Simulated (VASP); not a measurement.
# GaN (P6_3mc) in VASP: a series of runs

Aim: see how the results for GaN move with the level of theory and the settings. Levels: AM05, revTPSS, MS2. Tasks: relaxation of cell and atoms.

All numbers are computed with VASP 6.6.1; they aren't measurements. Logs are shortened: lines on timing, memory, paths and dates and some standing lists are left out, and cuts for length are marked.

### 1 The structure

The structure is hexagonal, space group P6_3mc (No. 186). Conventional cell: a = 3.180 Å, b = 3.180 Å, c = 5.166 Å, α = 90.00°, β = 90.00°, γ = 120.00°. Ga (site symmetry 3m) has 4 N at 1.94 to 1.95 Å as nearest neighbours. Around N (site symmetry 3m) lie 4 Ga at 1.94 to 1.95 Å.

### 2 Relaxation of cell and atoms, AM05

The input, INCAR:

```
SYSTEM = GaN
  ALGO = Normal
  EDIFF = 1E-6
  EDIFFG = -0.01
  ENCUT = 600
  GGA = AM
  IBRION = 2
  ISIF = 3
  ISMEAR = -1
  LASPH = .TRUE.
  LCHARG = .FALSE.
  LREAL = .FALSE.
  LWAVE = .FALSE.
  NELM = 100
  NSW = 60
  PREC = Accurate
  SIGMA = 0.05
```

The input, KPOINTS:

```
k-points
0
G
  10 10 5
  0 0 0
```

The input, POSCAR:

```
GaN
1.0
    3.1800000000      0.0000000000      0.0000000000
   -1.5900000000      2.7539607840      0.0000000000
    0.0000000000      0.0000000000      5.1660000000
Ga N
2 2
Direct
    0.6666666667      0.3333333333      0.5000000000
    0.3333333333      0.6666666667      0.0000000000
    0.6666666667      0.3333333333      0.8750000000
    0.3333333333      0.6666666667      0.3750000000
```

Potentials or basis: VASP PAW PBE potentials, release 64 (Ga_d, N).

On the command line:

```console
$ cat potpaw_PBE.64/Ga_d/POTCAR potpaw_PBE.64/N/POTCAR > POTCAR
$ mpirun -np 1 vasp_std > vasp.out
```

OUTCAR:

```text
SYSTEM = GaN
   EDIFF = 1E-6
   EDIFFG = -0.01
   ENCUT = 600
   GGA = AM
   IBRION = 2
   ISIF = 3
   ISMEAR = -1
   LASPH = .TRUE.
   LREAL = .FALSE.
   NELM = 100
   NSW = 60
   PREC = Accurate

 ion  position               nearest neighbor table
   1  0.667  0.333  0.500-   3 1.94   4 1.95   4 1.95   4 1.95
   2  0.333  0.667  0.000-   4 1.94   3 1.95   3 1.95   3 1.95
   3  0.667  0.333  0.875-   1 1.94   2 1.95   2 1.95   2 1.95
   4  0.333  0.667  0.375-   2 1.94   1 1.95   1 1.95   1 1.95

  LATTYP: Found a hexagonal cell.
 ALAT       =     3.1800000000
 C/A-ratio  =     1.6245283019

  Lattice vectors:

 A1 = (   3.1800000000,   0.0000000000,   0.0000000000)
 A2 = (  -1.5900000000,   2.7539607840,   0.0000000000)
 A3 = (   0.0000000000,   0.0000000000,   5.1660000000)

Analysis of symmetry for initial positions (statically):
=====================================================================
 Subroutine PRICEL returns:
 Original cell was already a primitive cell.

 Routine SETGRP: Setting up the symmetry group for a
 hexagonal supercell.

 Subroutine GETGRP returns: Found 12 space group operations
 (whereof  6 operations were pure point group operations)
 out of a pool of 24 trial point group operations.

The static configuration has the point symmetry C_3v.
 The point group associated with its full space group is C_6v.

Analysis of symmetry for dynamics (positions and initial velocities):
=====================================================================
 Subroutine PRICEL returns:
 Original cell was already a primitive cell.

 Routine SETGRP: Setting up the symmetry group for a
 hexagonal supercell.

 Subroutine GETGRP returns: Found 12 space group operations
 (whereof  6 operations were pure point group operations)
 out of a pool of 24 trial point group operations.

The dynamic configuration has the point symmetry C_3v.
 The point group associated with its full space group is C_6v.

 Subroutine INISYM returns: Found 12 space group operations
 (whereof  6 operations are pure point group operations),
 and found     1 'primitive' translations

----------------------------------------------------------------------------------------

[... 119 lines left out ...]
   ISIF   =      3    stress and relaxation
   ISYM   =      2    0-nonsym 1-usesym 2-fastsym
   POTIM  = 0.5000    time-step for ionic-motion
   TEBEG  =    0.0;   TEEND  =   0.0 temperature during run
   PSTRESS=    0.0 pullay stress
   NELECT =      36.0000    total number of electrons
   NUPDOWN=      -1.0000    fix difference up-down
   EMIN   =  10.00;   EMAX   =-10.00  energy-range for DOS
   EFERMI =   0.00;   METHOD = LEGACY
   ISMEAR =    -1;   SIGMA  =   0.05  broadening in eV -4-tet -1-fermi 0-gaus
   EFERMI_NEDOS =   21; number of points for ismear=-14 and -15
   IALGO  =     38    algorithm
   IMIX   =      4    mixing-type and parameters
     AMIX     =   0.40;   BMIX     =  1.00
     AMIX_MAG =   1.60;   BMIX_MAG =  1.00
  volume/ion in A,a.u.               =      11.31        76.33
  Fermi-wavevector in a.u.,A,eV,Ry     =   1.517036  2.866782 31.312427  2.301398
  Thomas-Fermi vector in A             =   2.626345
   LORBIT       =      0    0 simple, 1 ext, 2 COOP (PROOUT), +10 PAW based schemes
   GGA     = AM    functional components
   LHFCALC =     F    Hartree Fock is set to
   AEXX    =    0.0000 exact exchange contribution
   IVDW    =     0    specifies the selected vdW correction
   LEPSILON=     F    determine dielectric tensor
   LRPA    =     F    only Hartree local field effects (RPA)
 conjugate gradient relaxation of ions
 non-spin polarized calculation
  energy-cutoff  :      600.00
  volume of cell :       45.24
 maximum number of plane-waves:      1524
 NGX is ok and might be reduce to    28
   NGX = 13   NGY = 13   NGZ = 21

--------------------------------------- Ionic step        1  -------------------------------------------

 number of electron      35.9999995 magnetization

 Free energy of the ion-electron system (eV)
  ---------------------------------------------------
  ext. energy  EPLUGINS =         0.00000000
  ---------------------------------------------------
  free energy    TOTEN  =       -25.38893800 eV

  energy without entropy =      -25.38893800  energy(sigma->0) =      -25.38893800

------------------------ aborting loop because EDIFF is reached ----------------------------------------

  FORCE on cell =-STRESS in cart. coord.  units (eV):
  Direction    XX          YY          ZZ          XY          YZ          ZX
  --------------------------------------------------------------------------------------
  -------------------------------------------------------------------------------------
  Total       -0.0846869     -0.0846869      0.4759433      0.0000000      0.0000000      0.0000000
  in kB       -2.9990774     -2.9990774     16.8549117      0.0000000      0.0000000      0.0000000
  external PRESSURE =       3.6189190 kB  Pullay stress =       0.0000000 kB
[... 101 lines left out ...]
--------------------------------------- Ionic step        4  -------------------------------------------

 number of electron      35.9999994 magnetization

 Free energy of the ion-electron system (eV)
  ---------------------------------------------------
  ext. energy  EPLUGINS =         0.00000000
  ---------------------------------------------------
  free energy    TOTEN  =       -25.39066735 eV

  energy without entropy =      -25.39066735  energy(sigma->0) =      -25.39066735

 E-fermi :   6.3330     XC(G=0): -11.8511

 val. band max:        5.3197778401   @ k =   0.0000   0.0000   0.0000
 cond. band min:       7.3297338481   @ k =   0.0000   0.0000   0.0000
 fundamental gap:      2.0099560080
 Fermi energy:         6.3329507103

 k-point     1 :       0.0000    0.0000    0.0000
  band No.  band energies     occupation
      1     -10.6877      2.00000
      2      -9.7402      2.00000
      3      -8.1326      2.00000
      4      -8.1171      2.00000
      5      -8.1171      2.00000
      6      -8.0543      2.00000
[... 989 lines left out ...]
     21      13.0974      0.00000
     22      13.6046      0.00000

 [... further k-points ...]

------------------------ aborting loop because EDIFF is reached ----------------------------------------

  FORCE on cell =-STRESS in cart. coord.  units (eV):
  Direction    XX          YY          ZZ          XY          YZ          ZX
  --------------------------------------------------------------------------------------
  -------------------------------------------------------------------------------------
  Total        0.0120781      0.0120781     -0.0343669      0.0000000      0.0000000     -0.0000000
  in kB        0.4268440      0.4268440     -1.2145387      0.0000000      0.0000000     -0.0000000
  external PRESSURE =      -0.1202836 kB  Pullay stress =       0.0000000 kB
[... 19 lines left out ...]
  FREE ENERGIE OF THE ION-ELECTRON SYSTEM (eV)
  ---------------------------------------------------
  free  energy   TOTEN  =       -25.3906673474 eV

  energy  without entropy=      -25.3906673474  energy(sigma->0) =      -25.39066735

 reached required accuracy - stopping structural energy minimisation
```

Run time: 96 s. Hardware: 1 thread of AMD EPYC 9R45 (Zen 5), shared host; peak memory 0.18 GiB.

Results:

| Quantity | Value |
| --- | --- |
| Free energy | -25.3907 eV |
| Relaxed volume | 11.33 Å³/atom |
| Relaxed cell | a = 3.178 Å, b = 3.178 Å, c = 5.183 Å, α = 90.00°, β = 90.00°, γ = 120.00° |
| Space group after relaxing (to 0.05 Å) | P6_3mc (No. 186) |
| Energy gained by relaxing | 0.4 meV/atom |
| Ionic steps | 4 |
| Pressure after relaxing | 0.0 GPa |
| Largest force after relaxing | 0.007 eV/Å |
| Band gap on the k mesh | 2.01 eV, direct |

Forces in eV/Å, atoms in the order of the input:
```
Ga   0.000  0.000 -0.007
Ga   0.000  0.000 -0.007
N    0.000  0.000  0.007
N    0.000  0.000  0.007
```

Stress tensor (GPa, compression positive):
```
 0.04  0.00  0.00
 0.00  0.04  0.00
 0.00  0.00 -0.12
```

The path:
```
step  energy change (eV)  largest force (eV/Å)  pressure (GPa)  volume (Å³)
   1              0.0000                0.1330            0.36        45.24
   2             -0.0006                0.0816           -0.26        45.41
   3             -0.0017                0.0109            0.04        45.33
   4             -0.0017                0.0073           -0.01        45.34
```

Final structure:
```
CELL_PARAMETERS angstrom
3.17817 0.00000 0.00000
-1.58909 2.75238 0.00000
0.00000 0.00000 5.18268
ATOMIC_POSITIONS crystal
Ga 0.66667 0.33333 0.49930
Ga 0.33333 0.66667 0.99930
N 0.66667 0.33333 0.87570
N 0.33333 0.66667 0.37570
```

Caveat: the PAW data sets were made with another functional, which shifts forces and pressure a little.

### 3 Relaxation of cell and atoms, revTPSS

The input, INCAR:

```
SYSTEM = GaN
PREC = Accurate
ENCUT = 600
EDIFF = 1E-6
ISMEAR = -1
SIGMA = 0.05
LREAL = .FALSE.
LASPH = .TRUE.
NELM = 100
ALGO = Normal
ISIF = 3
LWAVE = .FALSE.
LCHARG = .FALSE.
METAGGA = RTPSS
LMIXTAU = .TRUE.
IBRION = 2
NSW = 40
EDIFFG = -0.01
```

The input, KPOINTS:

```
Automatic mesh
0
G
  10 10 5
  0 0 0
```

POSCAR is that of step 2.

Potentials or basis: VASP PAW PBE potentials, release 64 (Ga_d, N).

On the command line:

```console
$ cat potpaw_PBE.64/Ga_d/POTCAR potpaw_PBE.64/N/POTCAR > POTCAR
$ mpirun -np 1 vasp_std > vasp.out
```

It took 14 min on 1 thread of Intel Xeon Platinum 8559C (Emerald Rapids), shared host; peak memory 0.22 GiB.

The run converged. Its results:

```yaml
Free_energy: -15.6425 eV
Relaxed_volume: 11.51 Å³/atom
Relaxed_cell: a = 3.196 Å, b = 3.196 Å, c = 5.205 Å, α = 90.00°, β = 90.00°, γ = 120.00°
Space_group_after_relaxing_to_0.05_Å: P6_3mc (No. 186)
Energy_gained_by_relaxing: 2.4 meV/atom
Ionic_steps: 10
Pressure_after_relaxing: 0.1 GPa
Largest_force_after_relaxing: 0.006 eV/Å
Band_gap_on_the_k_mesh: 1.71 eV, direct
```

Forces in eV/Å, atoms in the order of the input:
```
Ga   0.000  0.000 -0.006
Ga   0.000  0.000 -0.006
N    0.000  0.000  0.006
N    0.000  0.000  0.006
```

Stress tensor (GPa, compression positive):
```
 0.10  0.00  0.00
 0.00  0.10  0.00
 0.00  0.00 -0.04
```

Step by step:
| step | energy change (eV) | largest force (eV/Å) | pressure (GPa) | volume (Å³) |
| --- | --- | --- | --- | --- |
| 1 | 0.0000 | 0.1395 | 3.39 | 45.24 |
| 2 | -0.0001 | 0.0962 | -3.03 | 46.83 |
| 3 | -0.0096 | 0.0094 | -0.11 | 46.02 |
| 4 | -0.0096 | 0.0124 | 0.39 | 45.99 |
| 5 | -0.0096 | 0.0268 | -0.06 | 46.04 |
| 6 | -0.0096 | 0.0191 | 0.08 | 46.01 |
| 7 | -0.0096 | 0.0203 | -0.02 | 46.02 |
| 8 | -0.0096 | 0.0206 | 0.07 | 46.02 |
| 9 | -0.0096 | 0.0017 | -0.06 | 46.04 |
| 10 | -0.0097 | 0.0058 | 0.06 | 46.03 |

Final structure:
```yaml
crystal:
  lattice:
    - [3.19557, 0.00000, 0.00000]
    - [-1.59779, 2.76745, 0.00000]
    - [0.00000, 0.00000, 5.20530]
  atoms:
    - { symbol: Ga, position: [0.66667, 0.33333, 0.49927] }
    - { symbol: Ga, position: [0.33333, 0.66667, 0.99927] }
    - { symbol: N, position: [0.66667, 0.33333, 0.87573] }
    - { symbol: N, position: [0.33333, 0.66667, 0.37573] }
```

Levels at points of the mesh, in eV from the valence-band top:
| k point | band 15 | band 16 | band 17 | band 18 | band 19 | band 20 | band 21 | band 22 |
| --- | --- | --- | --- | --- | --- | --- | --- | --- |
| (0.00, 0.00, 0.00) | -1.03 | -0.04 | 0.00 | 0.00 | 1.71 | 4.24 | 9.12 | 10.06 |
| (0.50, 0.00, 0.00) | -4.24 | -2.76 | -2.25 | -0.99 | 4.96 | 5.53 | 5.94 | 8.68 |

Caveat: the PAW data sets were made with another functional, which shifts forces and pressure a little.

### 4 Relaxation of cell and atoms, MS2

The input, INCAR:

```
PREC = Accurate
ENCUT = 600
EDIFF = 1E-7
ISMEAR = -1
SIGMA = 0.05
LREAL = False
LASPH = True
NELM = 60
ALGO = Normal
ISIF = 3
LWAVE = False
LCHARG = False
METAGGA = MS2
LMIXTAU = True
IBRION = 2
NSW = 60
EDIFFG = -0.02
```

The input, KPOINTS:

```
Automatic mesh
0
Gamma
  10 10 5
```

POSCAR is that of step 3.

Potentials or basis: VASP PAW PBE potentials, release 64 (Ga_d, N).

On the command line:

```console
$ cat potpaw_PBE.64/Ga_d/POTCAR potpaw_PBE.64/N/POTCAR > POTCAR
$ mpirun -np 1 vasp_std > vasp.out
```

OUTCAR:

```text
PREC = Accurate
   ENCUT = 600
   EDIFF = 1E-7
   ISMEAR = -1
   LREAL = False
   LASPH = True
   NELM = 60
   ISIF = 3
   METAGGA = MS2
   IBRION = 2
   NSW = 60
   EDIFFG = -0.02

 ion  position               nearest neighbor table
   1  0.667  0.333  0.500-   3 1.94   4 1.95   4 1.95   4 1.95
   2  0.333  0.667  0.000-   4 1.94   3 1.95   3 1.95   3 1.95
   3  0.667  0.333  0.875-   1 1.94   2 1.95   2 1.95   2 1.95
   4  0.333  0.667  0.375-   2 1.94   1 1.95   1 1.95   1 1.95

  LATTYP: Found a hexagonal cell.
 ALAT       =     3.1800000000
 C/A-ratio  =     1.6245283019

  Lattice vectors:

 A1 = (   3.1800000000,   0.0000000000,   0.0000000000)
 A2 = (  -1.5900000000,   2.7539607840,   0.0000000000)
 A3 = (   0.0000000000,   0.0000000000,   5.1660000000)
[... 340 lines left out ...]
  ext. energy  EPLUGINS =         0.00000000
  ---------------------------------------------------
  free energy    TOTEN  =       -31.55005446 eV

  energy without entropy =      -31.55005446  energy(sigma->0) =      -31.55005446

 E-fermi :   6.3292     XC(G=0): -12.6227

 val. band max:        5.2945682836   @ k =   0.0000   0.0000   0.0000
 cond. band min:       7.3518356593   @ k =   0.0000   0.0000   0.0000
 fundamental gap:      2.0572673757
 Fermi energy:         6.3292256252

 k-point     1 :       0.0000    0.0000    0.0000
  band No.  band energies     occupation
      1     -11.6957      2.00000
      2     -10.5500      2.00000
      3      -8.0868      2.00000
      4      -8.0670      2.00000
      5      -8.0669      2.00000
      6      -7.9945      2.00000
[... 589 lines left out ...]
     21      12.9284      0.00000
     22      13.8841      0.00000

 [... further k-points ...]

------------------------ aborting loop because EDIFF is reached ----------------------------------------

  FORCE on cell =-STRESS in cart. coord.  units (eV):
  Direction    XX          YY          ZZ          XY          YZ          ZX
  --------------------------------------------------------------------------------------
  -------------------------------------------------------------------------------------
  Total        0.0407961      0.0407961     -0.0034965      0.0000000     -0.0000000      0.0000000
  in kB        1.4618769      1.4618769     -0.1252931      0.0000000     -0.0000000      0.0000000
  external PRESSURE =       0.9328203 kB  Pullay stress =       0.0000000 kB
[... 19 lines left out ...]
  FREE ENERGIE OF THE ION-ELECTRON SYSTEM (eV)
  ---------------------------------------------------
  free  energy   TOTEN  =       -31.5500544601 eV

  energy  without entropy=      -31.5500544601  energy(sigma->0) =      -31.55005446

 reached required accuracy - stopping structural energy minimisation
```

OSZICAR:

```text
N       E                     dE             d eps       ncg     rms          rms(c)
DAV:   1     0.237622651815E+03    0.23762E+03   -0.18046E+04  1956   0.299E+03
DAV:   2    -0.293111662865E+02   -0.26693E+03   -0.25843E+03  2158   0.516E+02
DAV:   3    -0.617675061934E+02   -0.32456E+02   -0.32194E+02  2130   0.156E+02
[... 80 lines left out ...]
DAV:   3    -0.315500471479E+02    0.12009E-04   -0.85915E-06  2992   0.702E-02    0.202E-03
DAV:   4    -0.315500501951E+02   -0.30472E-05   -0.26146E-06  1880   0.180E-02    0.157E-03
DAV:   5    -0.315500525084E+02   -0.23133E-05   -0.16480E-07  1442   0.499E-03    0.919E-04
DAV:   6    -0.315500543998E+02   -0.18914E-05   -0.27111E-07  1818   0.574E-03    0.395E-04
DAV:   7    -0.315500544601E+02   -0.60350E-07   -0.61887E-08  1152   0.291E-03
   5 F= -.31550054E+02 E0= -.31550054E+02  d E =-.371070E-02
```

CONTCAR:

```text
GaN
   1.00000000000000
     3.1637871137651068    0.0000000000000000   -0.0000000000000000
    -1.5818935568825534    2.7399200126524432   -0.0000000000000000
     0.0000000000000000    0.0000000000000000    5.1579011227367193
  Ga              N
     2     2
Direct
     0.6666666667000030    0.3333333332999970    0.4992536605375776
     0.3333333332999970    0.6666666667000030    0.9992536605375777
     0.6666666667000030    0.3333333332999970    0.8757463394624223
     0.3333333332999970    0.6666666667000030    0.3757463394624224

  0.00000000E+00  0.00000000E+00  0.00000000E+00
  0.00000000E+00  0.00000000E+00  0.00000000E+00
  0.00000000E+00  0.00000000E+00  0.00000000E+00
  0.00000000E+00  0.00000000E+00  0.00000000E+00
```

It took 16 min on 1 thread of Intel Xeon Platinum 8559C (Emerald Rapids), shared host; peak memory 0.22 GiB.

What came out:

```yaml
Free_energy: -31.5501 eV
Relaxed_volume: 11.18 Å³/atom
Relaxed_cell: a = 3.164 Å, b = 3.164 Å, c = 5.158 Å, α = 90.00°, β = 90.00°, γ = 120.00°
Space_group_after_relaxing_to_0.05_Å: P6_3mc (No. 186)
Energy_gained_by_relaxing: 0.9 meV/atom
Ionic_steps: 5
Pressure_after_relaxing: 0.1 GPa
Largest_force_after_relaxing: 0.020 eV/Å
Band_gap_on_the_k_mesh: 2.06 eV, direct
```

Forces in eV/Å, atoms in the order of the input:
```
Ga   0.000  0.000 -0.020
Ga   0.000  0.000 -0.020
N    0.000  0.000  0.020
N    0.000  0.000  0.020
```

Step by step:
```csv
step,energy change (eV),largest force (eV/Å),pressure (GPa),volume (Å³)
1,0.0000,0.1449,-2.08,45.24
2,0.0014,0.0920,2.06,44.29
3,-0.0038,0.0482,-0.41,44.83
4,-0.0037,0.0223,0.06,44.72
5,-0.0037,0.0199,0.09,44.71
```

Final structure:
```
CELL_PARAMETERS angstrom
3.16379 0.00000 0.00000
-1.58189 2.73992 0.00000
0.00000 0.00000 5.15790
ATOMIC_POSITIONS crystal
Ga 0.66667 0.33333 0.49925
Ga 0.33333 0.66667 0.99925
N 0.66667 0.33333 0.87575
N 0.33333 0.66667 0.37575
```

Levels at points of the mesh, in eV from the valence-band top:
```csv
k point,band 16,band 17,band 18,band 19,band 20,band 21
"(0.00, 0.00, 0.00)",-0.04,0.00,0.00,2.06,4.64,9.64
"(0.50, 0.00, 0.00)",-2.88,-2.30,-1.06,5.35,5.94,6.34
```

Caveat: the PAW data sets were made with another functional, which shifts forces and pressure a little.

### 5 The reference run

An earlier run on the cell as given: functional PBEsol; potentials or basis VASP PAW PBE potentials, release 64 (Ga_d, N); cutoff 520 eV; k mesh 10 × 10 × 5; occupations fermi-dirac, width 0.05 eV; no spin polarisation.

* Pressure: 0.8 GPa
* Largest force: 0.131 eV/Å
* Band gap on the k mesh: 1.93 eV, direct

### 6 Overview

| task | level | cell | cutoff (eV) | ladder | gap on the mesh (eV) | pressure (GPa) | relaxed volume (Å³/atom) | largest force (eV/Å) |
| --- | --- | --- | --- | --- | --- | --- | --- | --- |
| relaxation of cell and atoms | AM05 | relaxed | 600 | - | 2.01 | 0.0 | 11.33 | 0.01 |
| relaxation of cell and atoms | revTPSS | relaxed | 600 | - | 1.71 | 0.1 | 11.51 | 0.01 |
| relaxation of cell and atoms | MS2 | relaxed | 600 | - | 2.06 | 0.1 | 11.18 | 0.02 |
| single point | PBEsol | as given | 520 | free | 1.93 | 0.8 | - | 0.13 |

Alike in all rows: potentials or basis VASP PAW PBE potentials, release 64 (Ga_d, N); no spin polarisation; k mesh 10 × 10 × 5; smearing fermi-dirac 0.05 eV.

Caveats: the PAW data sets were made with another functional, which shifts forces and pressure a little.

Absolute energies hang on the potentials; compare differences alone.
